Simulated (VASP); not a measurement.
A run of VASP 6.6.1:

Contents of INCAR:

```
SYSTEM = Fe
PREC = Accurate
ENCUT = 520
EDIFF = 1E-7
ISMEAR = -1
SIGMA = 0.05
LREAL = .FALSE.
LASPH = .TRUE.
NELM = 150
ALGO = Normal
ISIF = 2
LWAVE = .FALSE.
LCHARG = .FALSE.
ISPIN = 2
MAGMOM = 3
LORBIT = 11
LMAXMIX = 4
METAGGA = LAK
LMIXTAU = .TRUE.
NBANDS = 14
```

Contents of KPOINTS:

```
regular mesh
0
G
  13 13 13
  0 0 0
```

Contents of POSCAR:

```
Fe
1.0
   -1.4430000000      1.4430000000      1.4430000000
    1.4430000000     -1.4430000000      1.4430000000
    1.4430000000      1.4430000000     -1.4430000000
Fe
1
Direct
    0.0000000000      0.0000000000      0.0000000000
```

The input KPOINTS_OPT:

```
path GHNGPH,PN
20
line-mode
reciprocal
 0.0000000000  0.0000000000  0.0000000000  G
 0.5000000000 -0.5000000000  0.5000000000  H

 0.5000000000 -0.5000000000  0.5000000000  H
 0.0000000000  0.0000000000  0.5000000000  N

 0.0000000000  0.0000000000  0.5000000000  N
 0.0000000000  0.0000000000  0.0000000000  G

 0.0000000000  0.0000000000  0.0000000000  G
 0.2500000000  0.2500000000  0.2500000000  P

 0.2500000000  0.2500000000  0.2500000000  P
 0.5000000000 -0.5000000000  0.5000000000  H

 0.2500000000  0.2500000000  0.2500000000  P
 0.0000000000  0.0000000000  0.5000000000  N
```

Potentials or basis: VASP PAW PBE potentials, release 64 (Fe).

Launch:

```bash
$ cat potpaw_PBE.64/Fe/POTCAR > POTCAR
$ mpirun -np 1 vasp_std > vasp.out
```

Hardware: 1 thread of Intel(R) Xeon(R) Platinum 8375C CPU @ 2.90GHz (Ice Lake), on a shared host.

Task: Estimate the wall time of this run.

Result: Wall time 3.5 min on 1 thread of Intel(R) Xeon(R) Platinum 8375C CPU @ 2.90GHz (Ice Lake) (shared host), peak memory 0.16 GiB. Counts: scf iterations 35, k points 84.
